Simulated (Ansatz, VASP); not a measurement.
## Ta3C4 in VASP and in Ansatz

```xyz
7
Lattice="3.1393 0.0000 0.0000 -1.5697 2.7187 0.0000 0.0000 0.0000 24.6897" Properties=species:S:1:pos:R:3 pbc="T T T"
C     0.0000    1.8125    8.5000
C     0.0000    0.0000   11.0632
C     1.5697    0.9062   13.5877
C     0.0000    1.8125   16.0128
Ta    1.5697    0.9062    9.7816
Ta    0.0000    1.8125   12.3688
Ta    0.0000    0.0000   15.0153
```

Alike in both runs: functional PBEsol; k mesh 9 × 9 × 1; occupations gaussian, width 0.1 eV; no spin polarisation.

Ansatz relaxed the structure, and its values are those at the end. VASP's run is a single point on that final structure, the one shown.

|  | VASP | Ansatz |
| --- | --- | --- |
| version | VASP 6.6.1 | Ansatz 0.2.0 |
| potentials or method | VASP PAW PBE potentials, release 64 (C, Ta_pv) | scalar-relativistic, plane waves, PAW |
| plane-wave cutoff (eV) | 520 | 420 |
| valence electrons in the cell | 49 | 55 |

|  | VASP | Ansatz | Ansatz less VASP |
| --- | --- | --- | --- |
| gap on the k mesh at the Fermi level (eV) | none | none | - |
| rms of the force components (eV/Å) | 0.963 | 0.970 | +0.0064 |
| work function, face that differs most (eV) | 6.71 | 6.73 | +0.025 |

A gap of «none» marks a metal or a gap that the smearing closes. The two sets of potentials don't hold the same shells in valence.

Caveats: the PAW data sets were made with another functional, which shifts forces and pressure a little (VASP). The runs have no spin-orbit coupling, so splittings on Ta are missing.
